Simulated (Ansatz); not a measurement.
Input file of a DFT run on WSe2 with Ansatz:

```yaml
crystal:
  lattice:
    - [3.3527780804, 0.0, 0.0]
    - [-1.6763890402, 2.9035909909, 0.0]
    - [0.0, 0.0, 16.026685618]
  atoms:
    - { symbol: W, position: [0.3333333333, 0.6666666667, 0.25], spin: 0.05 }
    - { symbol: W, position: [0.6666666667, 0.3333333333, 0.75], spin: 0.05 }
    - { symbol: Se, position: [0.3333333333, 0.6666666667, 0.6442967867] }
    - { symbol: Se, position: [0.6666666667, 0.3333333333, 0.1442967867] }
    - { symbol: Se, position: [0.3333333333, 0.6666666667, 0.8557032133] }
    - { symbol: Se, position: [0.6666666667, 0.3333333333, 0.3557032133] }
basis:
  ecutwfc: 420
  ecutrho_ratio: 4
kpoints:
  mp_grid: { grid: [10, 10, 2] }
hamiltonian:
  xc: pbe
scf:
  occupations: { method: gaussian, width: 0.05 }
output:
  forces: true
  stress: true
  eigenvalues: true
  populations: true
magnetization:
  spin_polarized: true
relax:
  f_tol: 0.01
  max_steps: 40
  cell: { stress_tol: 0.1, fix: [volume] }
```

Launched as:
```sh
ansatz run input.yaml --threads 4 --pin off --max-ram 7168MiB --backend cpu --events-out ev --progress --plain --runs-dir out
```

The chain of runs began from a cell as deposited in COD, expanded in volume. The relaxation kept the space group but changed the cell's proportions, one axis by 11 % at equal volume, so the results may not describe the measured structure. The database's entry of this formula in the relaxed cell's space group, P6_3/mmc, has axes of 3.282 × 3.282 × 12.960 Å and 20.15 Å³/atom (1987), the relaxed one 3.321 × 3.321 × 15.269 Å and 24.30.

The output:

```
Pseudopotentials: kind: paw
Pseudopotential: W, paw, valence charge 14, recommended cutoff 420 eV (normal), W.paw.azcp
Pseudopotential: Se, paw, valence charge 16, recommended cutoff 420 eV (normal), Se.paw.azcp
Crystal: 6 atoms, lattice volume = 156.021 Å³
Basis set: ecut = 420 eV, 3077 PW (Γ), exchange–correlation on 48×48×216 points (8 copies of the dense FFT grid, shifted against one another)
Bands: 56, of which v1, the nominal top of the filled ones, is band 46 counted from 1 (45 counted from 0)
Symmetry: 24 space group operations
Space group: P63/mmc (ITA 194), of the structure as read, at distance tolerance 5.4e-5 Å
Magnetic group: BNS 194.263 (UNI 1493), of the structure as read, at distance tolerance 5.4e-5 Å
k-points: 28 of 200
Initial density: superposition of atomic densities (chi_scale 0.1, normalization cell)
Starting moments: Σ|m| = 0.1 μB on 2 of 6 sites
Initial wavefunctions: pseudopotential atomic-orbital guess
Functional: x = pbe(κ = 0.804, μ = 0.21951), c = pbe(β = 0.06672)
iter 1 solved again at ethr=2.01e-3 eV; its pass at ethr=3.10e-3 eV (dr2=1.85e0 eV) is discarded
```

```
SCF iter   1: F=—  HF=-42649.900970 eV  |F-HF|=—  |Δ(HF+E_count)|=         —  Δρ=1.58e-2 (↑1.58e-2 ↓1.54e-2)  dr2=1.87e0  dr2_m=4.94e-4  M=0.000 μB ∫|m|=0.056 μB  β_m=0.30  ethr=2.01e-3  ⟨swp⟩=1.0  Hψ=15617  notcnv=0
Mixer restart at iter 1: flushing history
SCF iter   2: F=—  HF=-42649.539287 eV  |F-HF|=—  |Δ(HF+E_count)|=   3.62e-1  Δρ=1.12e-2 (↑1.12e-2 ↓1.10e-2)  dr2=1.00e0  dr2_m=2.74e-4  M=0.000 μB ∫|m|=0.048 μB  β_m=0.63  ethr=2.01e-3  ⟨swp⟩=2.0  Hψ=3692  notcnv=0
SCF iter   3: F=—  HF=-42649.294633 eV  |F-HF|=—  |Δ(HF+E_count)|=   2.45e-1  Δρ=2.01e-3 (↑2.00e-3 ↓2.01e-3)  dr2=6.07e-2  dr2_m=2.17e-5  M=0.000 μB ∫|m|=0.020 μB  β_m=0.72  ethr=1.09e-3  ⟨swp⟩=2.9  Hψ=4656  notcnv=0  defer=4
SCF iter   4: F=—  HF=-42649.285535 eV  |F-HF|=—  |Δ(HF+E_count)|=         —  Δρ=6.84e-4 (↑6.84e-4 ↓6.64e-4)  dr2=6.41e-3  dr2_m=8.79e-6  M=0.000 μB ∫|m|=0.006 μB  β_m=0.72  ethr=6.59e-5  ⟨swp⟩=3.0  Hψ=6347  notcnv=0  defer=108
SCF iter   5: F=—  HF=-42649.286444 eV  |F-HF|=—  |Δ(HF+E_count)|=   9.09e-4  Δρ=4.33e-4 (↑4.33e-4 ↓4.02e-4)  dr2=2.45e-3  dr2_m=1.46e-6  M=0.000 μB ∫|m|=0.003 μB  β_m=0.86  ethr=6.97e-6  ⟨swp⟩=2.0  Hψ=5501  notcnv=0  defer=109
SCF iter   6: F=—  HF=-42649.287997 eV  |F-HF|=—  |Δ(HF+E_count)|=   1.55e-3  Δρ=1.52e-4 (↑1.51e-4 ↓1.52e-4)  dr2=4.05e-4  dr2_m=1.09e-7  M=0.000 μB ∫|m|=0.001 μB  β_m=0.85  ethr=2.67e-6  ⟨swp⟩=2.2  Hψ=4427  notcnv=0  defer=122
SCF iter   7: F=—  HF=-42649.288241 eV  |F-HF|=—  |Δ(HF+E_count)|=   2.44e-4  Δρ=5.25e-5 (↑5.25e-5 ↓4.93e-5)  dr2=3.78e-5  dr2_m=1.13e-8  M=0.000 μB ∫|m|=0.000 μB  β_m=0.93  ethr=4.40e-7  ⟨swp⟩=2.0  Hψ=5619  notcnv=0  defer=123
SCF iter   8: F=—  HF=-42649.288297 eV  |F-HF|=—  |Δ(HF+E_count)|=   5.54e-5  Δρ=1.72e-5 (↑1.63e-5 ↓1.72e-5)  dr2=2.72e-6  dr2_m=2.02e-9  M=0.000 μB ∫|m|=0.000 μB  β_m=0.96  ethr=4.11e-8  ⟨swp⟩=2.7  Hψ=4770  notcnv=0  defer=124
SCF iter   9: F=—  HF=-42649.288301 eV  |F-HF|=—  |Δ(HF+E_count)|=   4.34e-6  Δρ=6.81e-6 (↑6.71e-6 ↓6.81e-6)  dr2=6.78e-7  dr2_m=1.18e-11  M=0.000 μB ∫|m|=0.000 μB  β_m=0.98  ethr=2.96e-9  ⟨swp⟩=2.2  Hψ=5652  notcnv=0  defer=125
...
SCF 1 converged in 11 iterations: F = -42649.288301 eV  dr2 = 7.42e-9
SCF 2 converged in 8 iterations: F = -42649.273157 eV  dr2 = 3.89e-8
SCF 3 converged in 11 iterations: F = -42649.324126 eV  dr2 = 2.95e-12
SCF 4 converged in 8 iterations: F = -42649.327561 eV  dr2 = 1.11e-8
SCF 5 converged in 6 iterations: F = -42649.327888 eV  dr2 = 4.96e-8
...
SCF iter   8: F=—  HF=-42649.327923 eV  |F-HF|=—  |Δ(HF+E_count)|=   8.05e-9  Δρ=4.86e-7 (↑4.86e-7 ↓4.86e-7)  dr2=6.57e-9  dr2_m=3.37e-15  M=0.000 μB ∫|m|=0.000 μB  β_m=0.98  ethr=1.61e-11  ⟨swp⟩=2.0  Hψ=3364  notcnv=0
SCF iter   9: F=—  HF=-42649.327923 eV  |F-HF|=—  |Δ(HF+E_count)|=   7.46e-9  Δρ=2.18e-7 (↑2.18e-7 ↓2.17e-7)  dr2=1.13e-9  dr2_m=5.97e-15  M=0.000 μB ∫|m|=0.000 μB  β_m=0.99  ethr=7.14e-12  ⟨swp⟩=2.0  Hψ=3848  notcnv=0
SCF iter  10: F=-42649.327923 eV  HF=-42649.327923 eV  |F-HF|=1.46e-11  |Δ(HF+E_count)|=   2.23e-9  Δρ=2.83e-8 (↑2.83e-8 ↓2.78e-8)  dr2=1.47e-11  dr2_m=7.22e-16  M=0.000 μB ∫|m|=0.000 μB  ethr=1.00e-12  ⟨swp⟩=3.2  Hψ=10857  notcnv=0
SCF 6 converged in 10 iterations: F = -42649.327923 eV  dr2 = 1.47e-11
```

```
SCF converged after 10 iterations
Magnetization: 0.0000 μB (46.0000 up, 46.0000 down)
Absolute magnetization: 0.0000 μB (∫|ρ↑−ρ↓|, with the PAW one-centre terms)
Per-site moments (μB) at R_I (Å): [(0.00000, 1.05104), (0.00000, 1.05104), (0.00000, 1.05104), (0.00000, 1.05104), (0.00000, 1.05104), (0.00000, 1.05104)]
Free energy (F): -42649.327923 eV
E sigma→0 (E₀):  -42649.327923 eV
Fermi energy:    9.495902 eV
--- Per-component energies (eV) ---
  E_band       = -2039.943768
  E_kinetic    = 1375.127056
  E_local      = -17399.791291  (includes V_loc(G=0)·N_el)
  E_nonlocal   = -2379.736658
  E_hartree    = 8305.829427
  E_xc         = -951.202622
  E_vxc        = -871.014012  (∫ρ·V_xc dr)
  E_paw        = -24771.202327  (= ΣΔE_a)
  E_vpaw       = 623.814265  (= ΣTr[D̂ρ^β])
  E_aug_tail   = -0.002474  (compensation charges beyond the density's cutoff)
  E_ewald      = -6828.349032
  E_smearing   =  0.000000  (= −TS)
--- Forces (eV/Å), atoms counted from 1 ---
  atom   1  W      0.00000000     0.00000000     0.00000000
  atom   2  W      0.00000000     0.00000000     0.00000000
  atom   3  Se     0.00000000     0.00000000    -0.00482790
  atom   4  Se     0.00000000     0.00000000    -0.00482790
  atom   5  Se     0.00000000     0.00000000     0.00482790
  atom   6  Se     0.00000000     0.00000000     0.00482790
--- Stress (GPa, compression-positive) ---
       -0.051183       0.000000       0.000000
        0.000000      -0.051183       0.000000
        0.000000       0.000000      -0.019317
  P = ⅓ Tr σ = -0.0406 GPa (-0.406 kbar)
--- Relaxed structure (5 steps of the walk, 4 accepted, 1 SCFs on fresh bases) ---
  F+E_penalty+E_count = -42649.32792306 eV   max|allowed force component| = 4.828e-3 eV/Å   (the final SCF, on the basis selected at the relaxed cell)
  cell:  # Å, volume = 156.0213 Å³
    - [3.32152, 0.00000, 0.00000]
    - [-1.66076, 2.87652, 0.00000]
    - [0.00000, 0.00000, 16.32979]
  atoms:
    - { symbol: W, position: [0.33333, 0.66667, 0.25000] }
    - { symbol: W, position: [0.66667, 0.33333, 0.75000] }
    - { symbol: Se, position: [0.33333, 0.66667, 0.64726] }
    - { symbol: Se, position: [0.66667, 0.33333, 0.14726] }
    - { symbol: Se, position: [0.33333, 0.66667, 0.85274] }
    - { symbol: Se, position: [0.66667, 0.33333, 0.35274] }
--- Löwdin populations: 6 sites ---
  site symbol       q [e]    m [muB]
     0      W     13.5954     0.0000
     1      W     13.5954     0.0000
     2     Se     16.0984     0.0000
     3     Se     16.0984     0.0000
     4     Se     16.0984     0.0000
     5     Se     16.0984     0.0000
```

In short (PBE): energy lowered by 6.6 meV/atom, pressure 0.0 GPa, gap on the mesh 1.75 eV, no spin moment left.

Run time: 44 s on 4 threads of Arm Neoverse V2, on a shared host, peak memory 0.76 GiB.

Kohn–Sham gaps of semilocal functionals lie under measured ones, often by a third or more. Spin–orbit coupling, which matters for such heavy elements, is left out. For this crystal the k-mesh misses a band edge: under PBE at the relaxed cell a band path gives a gap of 1.48 eV where the mesh alone gives 1.64 eV, so gaps on the mesh are upper bounds. The structure is built of weakly bound layers, and this functional has no dispersion term, so their spacing and all that hangs on it (volume, the soft elastic constants, low modes, dielectric constants) are poorly given.
